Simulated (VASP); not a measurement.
## InP: single point with PBE

The system is InP.

```xyz
2
Lattice="0.0000 2.7702 2.7702 2.7702 0.0000 2.7702 2.7702 2.7702 0.0000" Properties=species:S:1:pos:R:3 pbc="T T T"
In    0.0000    0.0000    0.0000
P     2.7702    2.7702    2.7702
```

Measurements of this composition are mostly on another form, of space group No. 216.

* Program: VASP 6.6.1
* Task: single point
* Functional: PBE
* Potentials or basis: VASP PAW PBE potentials, release 64 (In_d, P)
* Cutoff: 520 eV
* k mesh: 20 × 20 × 20
* Occupations: gaussian, width 0.15 eV
* Spin: no spin polarisation
* Dipole correction: no
* Further INCAR settings: ALGO = Fast; EDIFF = 1e-06; NBANDS = 16

```
Pressure               : -0.1 GPa
Band gap on the k mesh : none (metal or under the smearing width)
```

Levels at points of the mesh, in eV from the Fermi level:
```
           k point  band 5  band 6  band 7  band 8  band 9  band 10  band 11  band 12  band 13  band 14
(0.00, 0.00, 0.00)  -14.21  -12.02   -0.30   -0.30   -0.30     0.50     7.08     7.08     7.08     8.45
(0.50, 0.00, 0.00)  -14.13   -9.95   -6.64    0.13    0.13     2.47     3.39     3.39     5.17    11.08
(0.50, 0.50, 0.00)  -14.10   -8.85   -4.95   -2.52   -2.34    -2.34     3.83     9.84     9.84    10.14
```

It took 94 s on 1 thread of Intel(R) Xeon(R) 6975P-C (Granite Rapids) (shared host), peak memory 0.29 GiB.
